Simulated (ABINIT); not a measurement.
Crystal: Al2O3.

```
Al O
1.0
     4.61378    0.00000    0.00000
     0.00000    9.56328    0.00000
     0.00000    0.00000    3.11986
Al O
4 6
Direct
  0.98298 0.82457 0.00000
  0.01702 0.17543 0.00000
  0.48297 0.67543 0.50000
  0.51702 0.32457 0.50000
  0.50000 0.50000 0.50000
  0.12363 0.75305 0.50000
  0.37637 0.25305 0.00000
  0.62364 0.74695 0.00000
  0.00000 0.00000 0.00000
  0.87636 0.24695 0.50000
```

Measurements of this composition are mostly on another form, of space group No. 167.

* Program: ABINIT 10.8.3 (patched build)
* Task: relaxation of cell and atoms
* Functional: PBEsol
* Potentials or basis: JTH PAW PBE v2.0
* Cutoff: 626 eV
* k mesh: 3 × 2 × 4
* Occupations: fermi-dirac, width 0.05 eV
* Spin: no spin polarisation

At the start: pressure -1.4 GPa; volume 13.77 Å³/atom.

Question: Where does the relaxation end?

Answer: Over 34 steps the energy falls by 17.9 meV/atom and the volume is 13.66 Å³/atom (-0.8 %); space group Pnnm (No. 58, to 0.05 Å).

The path:
| step | energy change (eV) | largest force (eV/Å) | pressure (GPa) | volume (Å³) |
| --- | --- | --- | --- | --- |
| 1 | 0.0000 | 0.1669 | -1.40 | 137.66 |
| 2 | -0.0196 | 0.1885 | -0.90 | 137.07 |
| 3 | -0.0451 | 0.2453 | 0.55 | 135.63 |
| 4 | -0.0525 | 0.2024 | 0.81 | 135.44 |
| 5 | -0.0649 | 0.0899 | 0.74 | 135.64 |
| 6 | -0.0676 | 0.1288 | 0.34 | 136.06 |
| 7 | -0.0704 | 0.1416 | -0.25 | 136.66 |
| 8 | -0.0730 | 0.1199 | -0.59 | 137.05 |
| 9 | -0.0779 | 0.0709 | -0.90 | 137.48 |
| 10 | -0.0814 | 0.0600 | -0.69 | 137.40 |
| 11 | -0.0833 | 0.0575 | -0.19 | 136.99 |
| 12 | -0.0839 | 0.0583 | 0.07 | 136.75 |
| 13 | -0.0847 | 0.0602 | 0.31 | 136.54 |
| 14 | -0.0863 | 0.0685 | 0.61 | 136.27 |
| 15 | -0.0899 | 0.0804 | 0.90 | 136.04 |
| 16 | -0.0965 | 0.1812 | 1.16 | 135.90 |
| 17 | -0.1008 | 0.1866 | 0.81 | 136.23 |
| 18 | -0.1077 | 0.1690 | -0.14 | 137.20 |
| 19 | -0.1107 | 0.1825 | -0.43 | 137.57 |
| 20 | -0.1171 | 0.2124 | -0.82 | 138.22 |
| 21 | -0.1272 | 0.2359 | -0.98 | 138.66 |
| 22 | -0.1488 | 0.2561 | -1.55 | 139.53 |
| 23 | -0.1623 | 0.1674 | -0.64 | 138.74 |
| 24 | -0.1750 | 0.0717 | -0.07 | 137.64 |
| 25 | -0.1780 | 0.0558 | -0.11 | 137.15 |
| 26 | -0.1789 | 0.0427 | -0.09 | 136.87 |
| 27 | -0.1779 | 0.0464 | -0.38 | 136.36 |
| 28 | -0.1789 | 0.0311 | -0.08 | 136.45 |
| 29 | -0.1767 | 0.0575 | 0.15 | 137.24 |
| 30 | -0.1793 | 0.0086 | 0.03 | 136.66 |
| 31 | -0.1792 | 0.0152 | -0.06 | 136.55 |
| 32 | -0.1794 | 0.0052 | -0.01 | 136.64 |
| 33 | -0.1794 | 0.0030 | -0.01 | 136.63 |
| 34 | -0.1794 | 0.0004 | -0.01 | 136.62 |

Final structure:
```xyz
10
Lattice="4.6781 0.0000 0.0000 0.0000 9.6981 0.0000 0.0000 0.0000 3.0113" Properties=species:S:1:pos:R:3 pbc="T T T"
Al    5.0176    8.0484    0.0000
Al   -0.3395    1.6497    0.0000
Al    2.6786    6.4987    1.5057
Al    1.9996    3.1994    1.5057
O     2.3391    4.8490    1.5057
O     1.1733    7.5047    1.5057
O     1.1658    2.6557    0.0000
O     3.5123    7.0424    0.0000
O     0.0000    0.0000    0.0000
O     3.5049    2.1934    1.5057
```

Caveat: the k mesh is coarse (spacing up to 0.50 Å⁻¹), so the values aren't converged; the PAW data sets were made with another functional, which shifts forces and pressure a little; the atomic spheres overlap.
